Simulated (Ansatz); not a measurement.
# Fe (Im-3m) in Ansatz: notebook

One crystal, Fe, is run at these levels: PBE, PBE+D4; tasks: single point, relaxation of cell and atoms.

Program: Ansatz 0.2.0. These are calculated values, not measurements. Logs are shortened: lines on timing, memory, paths and dates and some standing lists are left out, and cuts for length are marked.

## 1. The crystal as given

Symmetry: Im-3m, No. 229, cubic system. The conventional cell has a = 2.886 Å, b = 2.886 Å, c = 2.886 Å, α = 90.00°, β = 90.00°, γ = 90.00°. Fe (site symmetry m-3m) is surrounded by 8 Fe at 2.50 Å.

## 2. Single point, PBE, collinear spin, ferromagnetic start

Contents of input.yaml:

```yaml
crystal:
  lattice:
    - [-1.443, 1.443, 1.443]
    - [1.443, -1.443, 1.443]
    - [1.443, 1.443, -1.443]
  atoms:
    - { symbol: Fe, position: [0.0, 0.0, 0.0], spin: 3.0 }
kpoints:
  mp_grid: { grid: [13, 13, 13] }
scf:
  occupations: { method: gaussian, width: 0.025 }
hamiltonian:
  xc: pbe
  pseudopotentials: { kind: all_electron, lapw: { basis_error: 0.001 } }
magnetization:
  spin_polarized: true
output:
  forces: true
  stress: true
  eigenvalues: true
```

Potentials or basis: all-electron LAPW, scalar-relativistic.

Started as:

```sh
> ansatz run input.yaml --threads 2 --pin off --max-ram 6144MiB --backend cpu --events-out ev --progress --plain --runs-dir out
```

The log of the run:

```text
Warning: RAYON_NUM_THREADS=2 ignored (pool sized by the plan → 2); use --threads N
LAPW: plane waves up to 8.913 Å⁻¹, error target 1.0e-3 eV per atom; small_component_spin mean_spin; Fe in spheres of 1.250 Å, 16 of its electrons in bands, Dirac shells [] (how accurate: hamiltonian.pseudopotentials.lapw.basis_error, Limitations)
Engine: ansatz 0.2.0, aarch64-unknown-linux-gnu
Pseudopotentials: kind: all_electron
Pseudopotential: Fe, LAPW, valence charge 16, lapw/all_electron/scalar/gaussian/Fe, Koelling and Harmon's equation, gaussian nucleus
Functional definition: PBE
  parameter kappa = 0.804
  parameter beta = 0.06672455060314922
  exchange = pbe_x(kappa = kappa, mu = beta*pi^2/3)
  correlation = pbe_c(beta = beta)
Crystal: 1 atoms, lattice volume = 12.019 Å³
Basis set: ecut = 302.67081410077947 eV, 141 PW (Γ), exchange–correlation at level 2
Bands: 14, of which v1, the nominal top of the filled ones, is band 8 counted from 1 (7 counted from 0)
Symmetry: 48 space group operations
Space group: Im-3m (ITA 229), of the structure as read, at distance tolerance 2.3e-5 Å
Magnetic group: BNS 229.140 (UNI 1642), of the structure as read, at distance tolerance 2.3e-5 Å
k-points: 84 of 2197
Non-local potential: Fe, projectors of the file, none
Initial density: superposition of atomic densities (chi_scale 0.1, normalization cell)
Starting moments: Σ|m| = 3 μB on 1 of 1 site
Initial wavefunctions: plane waves of lowest kinetic energy (no species holds an atomic orbital)
Functional: x = pbe(κ = 0.804, μ = 0.2195149727645171), c = pbe(β = 0.06672455060314922)
iter 1 solved again at ethr=2.75e-5 eV; its pass at ethr=1.00e-1 eV (dr2=4.40e-3 eV) is discarded
SCF iter   1: F=—  HF=-34633.980371 eV  |F-HF|=—  |Δ(HF+E_count)|=         —  Δρ=2.28e-2 (↑2.28e-2 ↓2.21e-2)  dr2=4.48e-3  dr2_m=5.30e-2  M=2.481 μB ∫|m|=2.509 μB  β_m=0.30  ethr=2.75e-5  ⟨swp⟩=3.5  Hψ=18246  notcnv=0
Mixer restart at iter 1: flushing history
preconditioner: auto → none  [metal: Δε(μ)=0.005 eV  Ē_g=14.490 eV  σ=0.025 eV  W_gap=0.11  n_scr=0 (ndim 8)  ℏωp=30.3 eV  f_vac=0.000  D(μ)=1.63/eV (n_scr^D=18)]
SCF iter   2: F=—  HF=-34634.013007 eV  |F-HF|=—  |Δ(HF+E_count)|=   3.26e-2  Δρ=1.63e-2 (↑1.63e-2 ↓1.62e-2)  dr2=1.13e-3  dr2_m=2.83e-2  M=2.464 μB ∫|m|=2.508 μB  β_m=0.54  ethr=2.75e-5  ⟨swp⟩=2.3  Hψ=6851  notcnv=0
SCF iter   3: F=—  HF=-34634.076721 eV  |F-HF|=—  |Δ(HF+E_count)|=   6.37e-2  Δρ=1.16e-2 (↑1.16e-2 ↓1.04e-2)  dr2=1.82e-3  dr2_m=1.25e-2  M=2.287 μB ∫|m|=2.391 μB  β_m=0.47  ethr=7.09e-6  ⟨swp⟩=3.0  Hψ=7913  notcnv=0
iter 4 solved again at ethr=2.65e-7 eV; its pass at ethr=7.09e-6 eV (dr2=4.23e-5 eV) is discarded
SCF iter   4: F=—  HF=-34634.076933 eV  |F-HF|=—  |Δ(HF+E_count)|=   2.12e-4  Δρ=1.50e-3 (↑1.42e-3 ↓1.50e-3)  dr2=4.24e-5  dr2_m=2.08e-4  M=2.243 μB ∫|m|=2.389 μB  β_m=0.61  ethr=2.65e-7  ⟨swp⟩=2.0  Hψ=12170  notcnv=0
SCF iter   5: F=—  HF=-34634.079212 eV  |F-HF|=—  |Δ(HF+E_count)|=         —  Δρ=1.09e-3 (↑1.09e-3 ↓1.02e-3)  dr2=2.55e-6  dr2_m=1.21e-4  M=2.255 μB ∫|m|=2.391 μB  β_m=0.61  ethr=2.65e-7  ⟨swp⟩=3.0  Hψ=7123  notcnv=0
the basis was enlarged: its passes take 1.2 MiB over the memory plan, 2 of 2 planned eigensolver slots
SCF iter   6: F=—  HF=-34634.079330 eV  |F-HF|=—  |Δ(HF+E_count)|=   1.19e-4  Δρ=8.05e-4 (↑8.05e-4 ↓7.64e-4)  dr2=2.97e-6  dr2_m=6.66e-5  M=2.242 μB ∫|m|=2.382 μB  β_m=0.59  ethr=1.59e-8  ⟨swp⟩=3.5  Hψ=7132  notcnv=0
SCF iter   7: F=—  HF=-34634.079398 eV  |F-HF|=—  |Δ(HF+E_count)|=   6.81e-5  Δρ=1.27e-4 (↑1.22e-4 ↓1.27e-4)  dr2=1.11e-7  dr2_m=1.65e-6  M=2.244 μB ∫|m|=2.382 μB  β_m=0.80  ethr=1.59e-8  ⟨swp⟩=3.0  Hψ=6573  notcnv=0
SCF iter   8: F=—  HF=-34634.079401 eV  |F-HF|=—  |Δ(HF+E_count)|=   2.95e-6  Δρ=1.44e-4 (↑1.44e-4 ↓1.40e-4)  dr2=3.57e-8  dr2_m=2.21e-6  M=2.244 μB ∫|m|=2.381 μB  β_m=0.80  ethr=6.93e-10  ⟨swp⟩=3.0  Hψ=6626  notcnv=0
SCF iter   9: F=—  HF=-34634.079405 eV  |F-HF|=—  |Δ(HF+E_count)|=   3.37e-6  Δρ=2.67e-5 (↑2.67e-5 ↓2.64e-5)  dr2=1.05e-9  dr2_m=7.71e-8  M=2.244 μB ∫|m|=2.382 μB  β_m=0.90  ethr=2.23e-10  ⟨swp⟩=3.0  Hψ=6635  notcnv=0
SCF iter  10: F=—  HF=-34634.079405 eV  |F-HF|=—  |Δ(HF+E_count)|=   2.52e-7  Δρ=3.68e-6 (↑3.64e-6 ↓3.68e-6)  dr2=3.19e-11  dr2_m=1.46e-9  M=2.244 μB ∫|m|=2.382 μB  β_m=0.95  ethr=6.58e-12  ⟨swp⟩=3.5  Hψ=6957  notcnv=0
SCF iter  11: F=-34634.079405 eV  HF=-34634.079405 eV  |F-HF|=1.38e-10  |Δ(HF+E_count)|=   2.00e-8  Δρ=2.50e-7 (↑8.88e-8 ↓2.50e-7)  dr2=1.93e-12  dr2_m=3.09e-12  M=2.245 μB ∫|m|=2.382 μB  ethr=1.00e-12  ⟨swp⟩=3.0  Hψ=6627  notcnv=0
SCF 1 converged in 11 iterations: F = -34634.079405 eV  dr2 = 1.93e-12
SCF converged after 11 iterations
Magnetization: 2.2445 μB (9.1223 up, 6.8777 down)
Absolute magnetization: 2.3816 μB (∫|ρ↑−ρ↓|)
Spin contamination: 0.0430 ħ² per cell (⟨S²⟩ above its minimum at these occupations)
Per-site moments (μB) at R_I (Å): [(2.307626178037527, 1.2496746390393385)]
Free energy (F): -34634.079405 eV
Harris-Foulkes:  -34634.079405 eV  (|F-HF|=1.38e-10)
Internal energy: -34634.079105 eV  (E = F + TS)
E sigma→0 (E₀):  -34634.079255 eV
Entropy (-TS):   -0.000300 eV (-0.300 meV/atom)
Fermi energy:    17.370585 eV
--- Per-component energies (eV) ---
  E_band       = -228.073438
  E_kinetic    = 35108.876353
  E_xc         = -1522.225612
  E_electrostatic = -68220.729846  (all electrons and nuclei)
  E_smearing   = -0.000300  (= −TS)
  E_closure    = 0.000000  (closes the sum)
  E_atoms      = -34625.004615  (free atoms, spherical and without spin; not in F)
  Σ components = -34634.079405   (vs F -34634.079405, Δ=0.00e0)
  Basis errors (estimates in eV, not in F): energy 2.6e-4 per atom: plane waves 2.3e-4 (1.2e-4 summed), levels above the bands 0.0e0, relativity 4.6e-9, radial functions 3.2e-5, core shells 3.9e-9; eigenvalues (radial functions only) 3.5e-5; not estimated: angular momenta, meshes, grids; target (lapw.basis_error) 1.0e-3; muffin-tin radii Fe 1.250 Å
--- Forces (eV/Å), atoms counted from 1 ---
  atom   1  Fe     0.00000000    -0.00000000    -0.00000000
  max |Σ_I F_I| component: 3.04e-31 eV/Å
--- Stress (GPa, compression-positive) ---
       -9.758620       0.000000      -0.000000
        0.000000      -9.758620       0.000000
       -0.000000       0.000000      -9.758620
  P = ⅓ Tr σ = -9.7586 GPa (-97.586 kbar)
--- Band table (eV; the first three rows and the last of 168) ---
  k-point 0 ↑: bands = ["-70.6317", "-36.4697", "-36.4697", "-36.4697", "9.2174", "15.2052", "15.2052", "15.2052", "16.2927", "16.2927", "41.2785", "41.2785", "41.2785", "46.4183"]
  k-point 1 ↑: bands = ["-70.6281", "-36.4894", "-36.4763", "-36.4697", "9.4517", "15.1438", "15.1992", "15.3266", "16.2342", "16.2976", "39.8654", "40.9467", "41.1303", "45.4798"]
  k-point 2 ↑: bands = ["-70.6183", "-36.5440", "-36.4947", "-36.4695", "10.1270", "14.9767", "15.1489", "15.6736", "16.1359", "16.3140", "36.8434", "39.7520", "40.8033", "43.1996"]
  k-point 83 ↓: bands = ["-67.7953", "-34.0711", "-34.0674", "-34.0674", "14.7562", "14.7783", "19.5617", "19.5617", "19.6531", "26.3934", "27.3353", "27.3353", "33.5183", "33.9752"]
```

Run time: 9.3 s. Hardware: 2 threads of Arm Neoverse V2, shared host; peak memory 0.35 GiB.

Results:

| Property | Result |
| --- | --- |
| Free energy | -34634.0794 eV |
| Pressure | -9.8 GPa |
| Band gap on the k mesh | none (metal or under the smearing width) |
| Net moment | 2.24 μB per cell |
| Absolute moment | 2.38 μB per cell |
| Site moments | Fe +2.31 μB |

## 3. Relaxation of cell and atoms, PBE+D4, collinear spin, ferromagnetic start

input.yaml: that of step 2 with these lines changed.

```diff
@@ -10,5 +10,6 @@
 scf:
-  occupations: { method: gaussian, width: 0.025 }
+  occupations: { method: fermi_dirac, width: 0.05 }
 hamiltonian:
   xc: pbe
+  dispersion: d4
   pseudopotentials: { kind: all_electron, lapw: { basis_error: 0.001 } }
@@ -19,2 +20,5 @@
   stress: true
-  eigenvalues: true
+relax:
+  f_tol: 0.02
+  max_steps: 60
+  cell: {}
```

Potentials or basis: all-electron LAPW, scalar-relativistic.

Started as:

```sh
> ansatz run input.yaml --threads 2 --pin off --max-ram 6144MiB --backend cpu --events-out ev --progress --plain --runs-dir out
```

Wall time 30 s (2 threads of Arm Neoverse V2, shared host); peak memory 0.36 GiB.

Results (log left out):

| Property | Result |
| --- | --- |
| Free energy | -34634.4676 eV |
| Relaxed volume | 11.04 Å³/atom |
| Relaxed cell | a = 2.429 Å, b = 2.429 Å, c = 2.429 Å, α = 109.47°, β = 109.47°, γ = 109.47° |
| Space group after relaxing (to 0.05 Å) | Im-3m (No. 229) |
| Energy gained by relaxing | 49.0 meV/atom |
| Ionic steps | 6 |
| Pressure after relaxing | 0.0 GPa |
| Net moment | 2.08 μB per cell |
| Absolute moment | 2.19 μB per cell |
| Site moments | Fe +2.13 μB |

Step by step:
```csv
step,energy change (eV),largest force (eV/Å),volume (Å³)
1,0.0000,0.0000,12.02
2,-0.0413,0.0000,11.40
3,-0.0482,0.0000,10.92
4,-0.0490,0.0000,11.04
5,-0.0490,0.0000,11.04
6,-0.0490,0.0000,11.04
```

Final structure:
```
CELL_PARAMETERS angstrom
-1.40265 1.40265 1.40265
1.40265 -1.40265 1.40265
1.40265 1.40265 -1.40265
ATOMIC_POSITIONS crystal
Fe 0.00000 0.00000 0.00000
```

## 4. Single point, PBE, collinear spin, ferromagnetic start

input.yaml: that of step 3 with these lines changed.

```diff
@@ -10,6 +10,5 @@
 scf:
-  occupations: { method: fermi_dirac, width: 0.05 }
+  occupations: { method: gaussian, width: 0.019 }
 hamiltonian:
   xc: pbe
-  dispersion: d4
   pseudopotentials: { kind: all_electron, lapw: { basis_error: 0.001 } }
@@ -20,5 +19,2 @@
   stress: true
-relax:
-  f_tol: 0.02
-  max_steps: 60
-  cell: {}
+  eigenvalues: true
```

Started as:

```sh
> ansatz run input.yaml --threads 2 --pin off --max-ram 6144MiB --backend cpu --events-out ev --progress --plain --runs-dir out
```

Wall time 3.5 s (2 threads of AMD EPYC 9R45 (Zen 5), shared host); peak memory 0.41 GiB.

It converged, with:

```yaml
Free_energy: -34634.0793 eV
Pressure: -9.8 GPa
Band_gap_on_the_k_mesh: none (metal or under the smearing width)
Net_moment: 2.24 μB per cell
Absolute_moment: 2.38 μB per cell
Site_moments: Fe +2.31 μB
```

Levels at points of the mesh, in eV from the Fermi level:
Spin up:
```tsv
k point	band 6	band 7	band 8	band 9	band 10	band 11	band 12	band 13
(0.00, 0.00, 0.00)	-2.17	-2.17	-2.17	-1.08	-1.08	23.91	23.91	23.91
```
Spin down:
```tsv
k point	band 3	band 4	band 5	band 6	band 7	band 8	band 9	band 10	band 11	band 12
(0.00, 0.00, 0.00)	-51.17	-51.17	-8.02	-0.21	-0.21	-0.21	1.78	1.78	23.64	23.64
```

## 5. Summary

```csv
task,level,cell,cutoff (eV),smearing,gap on the mesh (eV),pressure (GPa),moment (μB)
single point,PBE,as given,303,gaussian 0.025 eV,none,-9.8,2.24
relaxation of cell and atoms,PBE+D4,relaxed,-,fermi-dirac 0.05 eV,-,0.0,2.08
single point,PBE,as given,303,gaussian 0.019 eV,none,-9.8,2.24
```

Alike in all rows: potentials or basis all-electron LAPW, scalar-relativistic; spin collinear, ferromagnetic start; k mesh 13 × 13 × 13; basis error allowed 0.001 eV/atom.

Compare energies only between runs with the same functional and basis.
